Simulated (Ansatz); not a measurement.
# Thickness series of a CoSi2/ZnS/NiSi2 junction, part 3 of 6

Wanted: T(E), the conductance and its decay constant for CoSi2/ZnS/NiSi2. The lower electrode is CoSi2 fluorite(111) turned by 180 degrees (type B), the upper one NiSi2 fluorite(111); the barrier is ZnS zinc blende(111) (whole bilayers). In the first transport cell, after relaxation, the nearest pair of electrode and barrier is Si–S at 2.34 Å, along the normal, at the lower face and Si–Zn at 2.47 Å, along the normal, at the upper one. All share a net of side 3.822 Å, which strains the lower electrode by +0.8 %, the upper one by -0.5 % and the barrier by -0.8 %, against typed lattice constants near PBE's. The first steps treat the bulk electrodes alone.

Ansatz 0.2.0; PBE DFT, plane waves, PAW files (the session's first sound run).

So far. Step 4 (Relaxing the interfaces): The largest force component on a free atom ends at 0.028 eV/Å. The work functions of the outer faces are 5.42 and 4.90 eV.

## (5) T(E) of the junction

This step: PBE DFT, plane waves, PAW files; ballistic transmission by layer matching between semi-infinite leads (Ansatz 0.2.0).

System of this step: CoSi2/ZnS/NiSi2. The cell holds 57 atoms: 9 Co, 34 Si, 3 S, 3 Zn and 8 Ni. Its edges and angles: a = 3.822 Å, b = 3.822 Å, c = 76.690 Å, α = 90.0°, β = 90.0°, γ = 120.0°. Regions: left electrode, 26 atoms (9 Co and 17 Si); barrier, 6 atoms (3 S and 3 Zn); right electrode, 25 atoms (17 Si and 8 Ni). Vacuum lies along c.

The relaxed core is set between ideal electrode layers (this cell holds 6 atomic planes between the electrodes; where that differs from the relaxed slab, whole periods were copied in or cut out without a new relaxation), which the solver continues as semi-infinite leads. A wide energy window on a coarse mesh (12×12) shows where the Fermi level lies against the barrier's bands; the projected density of states shows how far the metals' states reach in.

input.yaml reads:

```yaml
crystal:
  lattice:
    - [3.822, 0.0, 0.0]
    - [-1.911, 3.3099490933, 0.0]
    - [0.0, 0.0, 76.6904620697]
  atoms:
    - { symbol: Co, position: [0.33333333, 0.66666667, 0.091276018] }
    - { symbol: Si, position: [0.0, 0.0, 0.1011178306] }
    - { symbol: Si, position: [0.33333333, 0.66666667, 0.1215217832] }
    - { symbol: Co, position: [0.0, 0.0, 0.1313635958] }
    - { symbol: Si, position: [0.66666667, 0.33333333, 0.1412054084] }
    - { symbol: Si, position: [0.0, 0.0, 0.161609361] }
    - { symbol: Co, position: [0.66666667, 0.33333333, 0.1714511736] }
    - { symbol: Si, position: [0.33333333, 0.66666667, 0.1812929862] }
    - { symbol: Si, position: [0.66666667, 0.33333333, 0.2016969388] }
    - { symbol: Co, position: [0.33333333, 0.66666667, 0.2115387514] }
    - { symbol: Si, position: [0.0, 0.0, 0.2213805639] }
    - { symbol: Si, position: [0.33333333, 0.66666667, 0.2417845166] }
    - { symbol: Co, position: [0.0, 0.0, 0.2516263291] }
    - { symbol: Si, position: [0.66666667, 0.33333333, 0.2614681417] }
    - { symbol: Si, position: [0.0, 0.0, 0.2818720943] }
    - { symbol: Co, position: [0.66666667, 0.33333333, 0.2917139069] }
    - { symbol: Si, position: [0.33333333, 0.66666667, 0.3015557195] }
    - { symbol: Si, position: [0.66666667, 0.33333333, 0.3219596721] }
    - { symbol: Co, position: [0.33333333, 0.66666667, 0.3318014847] }
    - { symbol: Si, position: [0.0, 0.0, 0.3416432973] }
    - { symbol: Si, position: [0.33333333, 0.66666667, 0.3620472499] }
    - { symbol: Co, position: [0.0, 0.0, 0.3718890625] }
    - { symbol: Si, position: [0.66666667, 0.33333333, 0.381730875] }
    - { symbol: Si, position: [0.0, 0.0, 0.4021348277] }
    - { symbol: Co, position: [0.66666667, 0.33333333, 0.4119766402] }
    - { symbol: Si, position: [0.33333333, 0.66666667, 0.4229612103] }
    - { symbol: S, position: [0.33333333, 0.66666667, 0.4534924276] }
    - { symbol: Zn, position: [0.66666667, 0.33333333, 0.4640420329] }
    - { symbol: S, position: [0.66666667, 0.33333333, 0.4945375895] }
    - { symbol: Zn, position: [0.0, 0.0, 0.5052148403] }
    - { symbol: S, position: [0.0, 0.0, 0.5357190954] }
    - { symbol: Zn, position: [0.33333333, 0.66666667, 0.5465456586] }
    - { symbol: Si, position: [0.33333333, 0.66666667, 0.5787326575] }
    - { symbol: Ni, position: [0.66666667, 0.33333333, 0.5882380052] }
    - { symbol: Si, position: [0.0, 0.0, 0.5987891603] }
    - { symbol: Si, position: [0.66666667, 0.33333333, 0.6190664916] }
    - { symbol: Ni, position: [0.0, 0.0, 0.6296176467] }
    - { symbol: Si, position: [0.33333333, 0.66666667, 0.6401688018] }
    - { symbol: Si, position: [0.0, 0.0, 0.660446133] }
    - { symbol: Ni, position: [0.33333333, 0.66666667, 0.6709972881] }
    - { symbol: Si, position: [0.66666667, 0.33333333, 0.6815484432] }
    - { symbol: Si, position: [0.33333333, 0.66666667, 0.7018257745] }
    - { symbol: Ni, position: [0.66666667, 0.33333333, 0.7123769296] }
    - { symbol: Si, position: [0.0, 0.0, 0.7229280847] }
    - { symbol: Si, position: [0.66666667, 0.33333333, 0.743205416] }
    - { symbol: Ni, position: [0.0, 0.0, 0.7537565711] }
    - { symbol: Si, position: [0.33333333, 0.66666667, 0.7643077262] }
    - { symbol: Si, position: [0.0, 0.0, 0.7845850575] }
    - { symbol: Ni, position: [0.33333333, 0.66666667, 0.7951362126] }
    - { symbol: Si, position: [0.66666667, 0.33333333, 0.8056873677] }
    - { symbol: Si, position: [0.33333333, 0.66666667, 0.825964699] }
    - { symbol: Ni, position: [0.66666667, 0.33333333, 0.8365158541] }
    - { symbol: Si, position: [0.0, 0.0, 0.8470670092] }
    - { symbol: Si, position: [0.66666667, 0.33333333, 0.8673443405] }
    - { symbol: Ni, position: [0.0, 0.0, 0.8778954956] }
    - { symbol: Si, position: [0.33333333, 0.66666667, 0.8884466507] }
    - { symbol: Si, position: [0.0, 0.0, 0.908723982] }
kpoints:
  mp_grid: { grid: [8, 8, 1] }
scf:
  occupations: { method: fermi_dirac, width: 0.1 }
  max_iter: 150
hamiltonian:
  xc: pbe
output:
  transmission:
    kmesh: [12, 12]
    e_range: [-4, 2]
    de: 0.1
    leads: [[11, 14], [43, 46]]
  dos: { projected: true, e_range: [-6, 5], de: 0.05 }
  write_potential: true
  write_density: true
  volumetric_format: npy
  elf: true
```

Command:

```sh
$ ansatz run input.yaml --threads 8 --pin off --max-ram 24576MiB --backend cpu --events-out ev --progress --plain --runs-dir out
```

Numbers of over 12 decimals in the logs are rounded to 6 here.

What it wrote:

```text
[...]
Crystal: 57 atoms, lattice volume = 970.182 Å³
Basis set: ecut = 420 eV, 18929 PW (Γ)
Bands: 301, of which v1, the nominal top of the filled ones, is band 244 counted from 1 (243 counted from 0)
Symmetry: 6 space group operations
[...]
k-points: 10 of 64 (time reversal used)
[...]
SCF iter   1: F=—  HF=-127155.334089 eV  |F-HF|=—  |Δ(HF+E_count)|=         —  Δρ=1.64e-2  dr2=2.45e2  ethr=1.77e-3  ⟨swp⟩=9.2  Hψ=15409  notcnv=0  defer=115
[...]
SCF iter  13: F=-127154.803644 eV  HF=-127154.803644 eV  |F-HF|=2.36e-8  |Δ(HF+E_count)|=   1.66e-9  Δρ=1.91e-6  dr2=2.85e-8  ethr=2.05e-11  ⟨swp⟩=2.7  Hψ=5775  notcnv=0
SCF 1 converged in 13 iterations: F = -127154.803644 eV  dr2 = 2.85e-8
[...]
transmission: 144 of 1368 steps passed
transmission: 276 of 1368 steps passed
[...]
transmission: 1368 of 1368 steps passed
WARN: The output density's exchange-correlation potential varies sharply where the density is thin. Do not read a vacuum level from v_tot or v_xc, or from such a field of the output density. On a cell that repeats whose density bears no net charge and no dipole along the vacuum's axis use v_es (v_loc + v_h of the components); under efield.dipole_correction with no amplitude use v_es + v_field, which holds any externa [...]
SCF converged after 13 iterations
Free energy (F): -127154.803644 eV
[...]
Internal energy: -127154.120892 eV  (E = F + TS)
E sigma→0 (E₀):  -127154.462268 eV
Entropy (-TS):   -0.682752 eV (-11.978 meV/atom)
Fermi energy:    8.864579 eV
[...]
--- Band table (eV; the first three rows and the last of 10) ---
  k-point 0: bands = [... 240 lower, 10.1124, 10.1274, 10.3503, 10.3503, 10.3535, 10.3965, 10.5346, 10.5346, ... 53 higher]
  k-point 1: bands = [... 240 lower, 9.6932, 9.7921, 9.7995, 9.8548, 9.9474, 10.0465, 10.0740, 10.1920, ... 53 higher]
  k-point 2: bands = [... 240 lower, 8.9142, 8.9717, 8.9884, 9.0408, 9.2239, 9.3952, 9.4237, 9.4339, ... 53 higher]
  k-point 9: bands = [... 240 lower, 8.1699, 8.1941, 8.2456, 8.2930, 8.3512, 8.3735, 8.4069, 8.4405, ... 53 higher]
--- Transmission ---
  basis      : 109 plane waves across, 72 finite elements along
  points     : 19, standing for a mesh of 12 x 12
  energies   : 61 from -4.000000 to 2.000000 eV about the Fermi level, 0.100000 eV apart; the leads are filled to 0.000000 eV, and channels, transmission and decay are at 0.000000 eV
  crystal 0  : Si2Co1, at the sites [11, 14], period 3.0743 Å, over 25.62 Å; its Hamiltonian steps by up to 5.5 meV
    offset         : up to 0.0000 Å between an atom of the period and one for which it stands
    channels       : 1.270833e0 a spin
    conductance    : none, the energies end too early or step too widely for 300 K: set another output.transmission.e_range or a lower de, or, where they end at an eighth of basis.ecutwfc, a higher one
    slowest decay  : 0.1286 /Å at (0.4167, 0.0833)
  crystal 1  : Si2Ni1, at the sites [43, 46], period 3.1734 Å, over 25.39 Å; its Hamiltonian steps by up to 7.6 meV
[...]
channels       : 1.076389e0 a spin
[...]
slowest decay  : 0.0719 /Å at (0.2500, 0.1667)
  junction   : crystal 0 to crystal 1, 20.83 to 56.22 Å
    transmission   : 8.677844e-3 a spin
[...]
```

Run time: 3.7 min. Hardware: 8 threads of Arm Neoverse V2, shared host; peak memory 11 GiB.

The column dr2 measures how far the density is from self-consistency, as an energy; F and HF (Harris–Foulkes) agree once it is small.

Numbers from this step:

```yaml
free_energy: -127154.8036 eV
fermi_energy: 8.865 eV
level_to_which_the_leads_are_filled: 0 eV from the Fermi level
transmission_at_the_fermi_level_a_spin_zone_mean: 0.008678
channels_of_the_lower_lead: 1.271
channels_of_the_upper_lead: 1.076
potential_step_in_the_lower_lead: 5.5 meV
potential_step_in_the_upper_lead: 7.6 meV
```

One spin. Table of transmission, zone mean by energy, zero at the Fermi level:

| energy (eV) | transmission, zone mean |
| --- | --- |
| -4.00 | 0.151 |
| -3.80 | 0.300 |
| -3.70 | 0.353 |
| -3.50 | 0.234 |
| -3.40 | 0.180 |
| -3.30 | 0.341 |
| -3.20 | 0.240 |
| -3.00 | 0.312 |
| -2.90 | 0.252 |
| -2.80 | 0.357 |
| -2.70 | 0.233 |
| -2.50 | 0.181 |
| -2.40 | 0.182 |
| -2.20 | 0.164 |
| -2.10 | 0.123 |
| -1.90 | 0.132 |
| -1.70 | 0.0279 |
| -1.60 | 0.0547 |
| -1.40 | 0.0261 |
| -1.20 | 0.0158 |
| -1.10 | 0.0205 |
| -0.90 | 0.0181 |
| -0.80 | 0.0105 |
| -0.60 | 0.00902 |
| -0.40 | 0.00436 |
| -0.30 | 0.00342 |
| -0.10 | 0.0103 |
| 0.00 | 0.00868 |
| 0.10 | 0.0105 |
| 0.20 | 0.0111 |
| 0.40 | 0.00671 |
| 0.50 | 0.00762 |
| 0.70 | 0.00798 |
| 0.90 | 0.00233 |
| 1.00 | 0.00437 |
| 1.20 | 0.0112 |
| 1.40 | 0.0433 |
| 1.50 | 0.0342 |
| 1.70 | 0.0223 |
| 1.80 | 0.00254 |
| 2.00 | 0.0481 |

One spin. Open channels, zone mean against energy, zero at the Fermi level:

| energy (eV) | lower lead | upper lead |
| --- | --- | --- |
| -4.00 | 2.46 | 1.44 |
| -3.80 | 2.08 | 1.35 |
| -3.60 | 2.01 | 1.42 |
| -3.40 | 1.40 | 1.62 |
| -3.20 | 1.31 | 2.05 |
| -3.00 | 1.52 | 1.15 |
| -2.80 | 1.44 | 1.63 |
| -2.60 | 1.19 | 1.67 |
| -2.30 | 1.35 | 1.80 |
| -2.10 | 1.34 | 1.80 |
| -1.90 | 1.66 | 1.76 |
| -1.70 | 1.88 | 1.76 |
| -1.50 | 1.57 | 1.57 |
| -1.30 | 1.49 | 1.33 |
| -1.10 | 1.67 | 1.15 |
| -0.90 | 1.63 | 1.02 |
| -0.70 | 1.80 | 0.938 |
| -0.50 | 1.79 | 0.688 |
| -0.30 | 1.60 | 0.701 |
| -0.10 | 1.35 | 0.993 |
| 0.00 | 1.27 | 1.08 |
| 0.10 | 1.23 | 1.12 |
| 0.30 | 1.06 | 1.41 |
| 0.60 | 0.896 | 1.53 |
| 0.80 | 0.694 | 1.80 |
| 1.00 | 0.556 | 2.13 |
| 1.20 | 0.597 | 1.76 |
| 1.40 | 0.431 | 1.47 |
| 1.60 | 0.799 | 0.944 |
| 1.80 | 0.840 | 0.674 |
| 2.00 | 1.26 | 1.53 |

Transmission over k1 and k2. At 0.0000 eV from the Fermi level.

Values, 12 rows by 12 columns:
```
0.0000 0.0172 0.0057 0.0000 0.0000 0.0057 0.0172 0.0000 0.0000 0.0000 0.0000 0.0000
0.0008 0.0057 0.0098 0.0016 0.0003 0.0016 0.0098 0.0057 0.0008 0.0000 0.0000 0.0000
0.0000 0.0000 0.0016 0.0031 0.0029 0.0029 0.0031 0.0016 0.0000 0.0000 0.0000 0.0000
0.0008 0.0000 0.0003 0.0029 0.0202 0.0751 0.0202 0.0029 0.0003 0.0000 0.0008 0.0000
0.0000 0.0057 0.0016 0.0029 0.0751 0.0605 0.0605 0.0751 0.0029 0.0016 0.0057 0.0000
0.0000 0.0172 0.0098 0.0031 0.0202 0.0605 0.0000 0.0605 0.0202 0.0031 0.0098 0.0172
0.0000 0.0000 0.0057 0.0016 0.0029 0.0751 0.0605 0.0605 0.0751 0.0029 0.0016 0.0057
0.0008 0.0000 0.0008 0.0000 0.0003 0.0029 0.0202 0.0751 0.0202 0.0029 0.0003 0.0000
0.0000 0.0000 0.0000 0.0000 0.0000 0.0016 0.0031 0.0029 0.0029 0.0031 0.0016 0.0000
0.0008 0.0000 0.0000 0.0000 0.0008 0.0057 0.0098 0.0016 0.0003 0.0016 0.0098 0.0057
0.0000 0.0000 0.0000 0.0000 0.0000 0.0000 0.0172 0.0057 0.0000 0.0000 0.0057 0.0172
0.0000 0.0000 0.0008 0.0000 0.0008 0.0000 0.0000 0.0000 0.0008 0.0000 0.0008 0.0000
```
Columns: k1 (b1) from -0.5 to 0.417; rows upwards: k2 (b2) from -0.5 to 0.417.

Open channels of the lower lead over k1 and k2. At 0.0000 eV from the Fermi level.

Ten even steps from '0' (0.00) to '9' (3.00):
```
033333300000
336636633000
336666663300
333699963330
036699996630
036699999663
003669999663
303336999633
300336666663
300033663663
000000333333
003330003330
```
Columns: k1 (b1) from -0.5 to 0.417; rows upwards: k2 (b2) from -0.5 to 0.417.

Open channels of the upper lead over k1 and k2. At 0.0000 eV from the Fermi level.

Ten even steps from '_' (0.00) to '@' (3.00):
```
------____--------____--
------**--**------______
____**@@----@@**________
--__----@@--@@----__----
----**----****----**----
------@@@@******@@@@----
------**----****----**--
------__----@@--@@----__
__________**@@----@@**__
--______------**--**----
----____--------____----
------__----------__----
```
Columns: k1 (b1) from -0.5 to 0.417; rows upwards: k2 (b2) from -0.5 to 0.417.

Projected DOS an atom over height of the atomic layer and energy from the Fermi level. Layers: Co Si Si Co Si Si Co Si Si Co Si Si Co Si Si Co Si Si Co Si Si Co Si Si Co Si S Zn S Zn S Zn Si Ni Si Si Ni Si Si Ni Si Si Ni Si Si Ni Si Si Ni Si Si Ni Si Si Ni Si Si; projections on atoms miss part of the total, and the computed bands can run out at the top of the range; a column is the mean of 4 neighbouring layers, the last of those left over.

Ten even steps from '0' (0.02 states/eV) to '9' (2.87 states/eV), each cell a mean:
```
000000000000001
111111001011011
012222111111112
110000111111112
111011101111112
211221101111112
111111000000012
100000001111112
100000001111111
100001000111101
311111101000001
622322200000001
722522402100113
544844312111122
222321123222221
211211234422421
211212223955951
233333221422420
111111102322320
011111112433420
000000011222210
000000120111110
```
Columns: height of the atomic layer (Å) from 8.54 to 69.7 (not evenly spaced); rows upwards: energy from the Fermi level (eV) from -6 to 5.

Electrostatic potential energy in the ca plane at fractional y = 0.000, with atoms of Si and Co and Zn and S and Ni within 0.2 Å of it. With pseudopotentials it is smooth inside the atoms' cores, unlike the true potential.

Ten even steps from '0' (-49 eV) to '9' (13 eV), each cell a mean:
```
99963225884333799999998510058730027851015899
99986457997546899999999854579874368985357999
99999889999889999999999988899998899998889999
99999999999999999999999999999999999999999889
99999999999999999999888899999889988899998888
99999999999999999999988899999889988999998888
99999999999999999999999999999999999999999999
99998678998778999999999876789987789987678999
99974336886334899999999631268841148873126899
99963124784443699999998500048720017850004899
```
Columns run along c (16.0 Å, from fractional 0.48 to 0.69 of the cell; values clipped at the 3rd and 97th percentile), rows up along a (3.8 Å). Atoms in or near the plane, at fractional coordinates: Zn at (0.51, 0.00), S at (0.54, 0.00), Si at (0.60, 0.00), Ni at (0.63, 0.00), Si at (0.66, 0.00).

ELF in the ca plane at fractional y = 0.000, with atoms of Si and Co and Zn and S and Ni within 0.2 Å of it. It is the smooth field of the valence electrons, not physical close to the nuclei.

Values, 6 rows by 16 columns, each cell a mean:
```
0.38 0.58 0.40 0.44 0.46 0.17 0.03 0.05 0.06 0.03 0.14 0.07 0.25 0.71 0.67 0.31
0.42 0.32 0.43 0.55 0.55 0.45 0.14 0.37 0.25 0.10 0.36 0.26 0.19 0.63 0.64 0.19
0.43 0.62 0.41 0.32 0.35 0.69 0.29 0.66 0.34 0.19 0.62 0.56 0.08 0.14 0.19 0.19
0.45 0.57 0.43 0.37 0.39 0.65 0.26 0.61 0.33 0.17 0.58 0.49 0.10 0.26 0.28 0.18
0.39 0.26 0.41 0.57 0.59 0.35 0.09 0.24 0.18 0.07 0.26 0.18 0.22 0.73 0.76 0.22
0.41 0.76 0.42 0.42 0.37 0.13 0.02 0.02 0.03 0.02 0.14 0.03 0.24 0.64 0.55 0.33
```
Columns run along c (16.0 Å, from fractional 0.35 to 0.56 of the cell), rows up along a (3.8 Å). Atoms in or near the plane, at fractional coordinates: Co at (0.37, 0.00), Si at (0.40, 0.00), Zn at (0.51, 0.00), S at (0.54, 0.00).

Valence density in the ca plane at fractional y = 0.000, with atoms of Si and Co and Zn and S and Ni within 0.2 Å of it. It is the smooth field of the valence electrons, not physical close to the nuclei.

Ten steps, logarithmic in the rise over the least value, from '0' (0 e/Å³) to '9' (39 e/Å³), each cell a mean:
```
00015873112222200000000100011258852111001000
00012321112222100000000111111124421111111000
00001100000111100000001111100111111001111100
00011000000000000000011110000011110000011111
00111000000000000000111110000011110000011111
00011000000000000000111110000011110000011111
00001000000011000000011111000011110000111110
00001110001221100000001111111112211111111100
00013542112222100000000111111136641111111000
00026984122112210000000100011269962110001000
```
Columns run along c (16.0 Å, from fractional 0.48 to 0.69 of the cell), rows up along a (3.8 Å). Atoms in or near the plane, at fractional coordinates: Zn at (0.51, 0.00), S at (0.54, 0.00), Si at (0.60, 0.00), Ni at (0.63, 0.00), Si at (0.66, 0.00).

At the Fermi level the transmission is 0.0087, as a zone mean for one spin on this coarse mesh. At the Fermi level the layers of this cell's barrier hold from 0.014 to 0.15 states an eV and atom. In the worse lead the potential repeats within 7.6 meV, which the program lets pass.

(Continued in part 4 of 6.)

[Logs are printed without paths, hosts, clocks, repeated set-up lines and the standing remarks that a program may print on its own settings, such as how far it seeks lower states.]

[Hosts, paths, dates, database ids (printed as entryN), source tags and the programs' standing remarks are cut or masked in the printed files.]
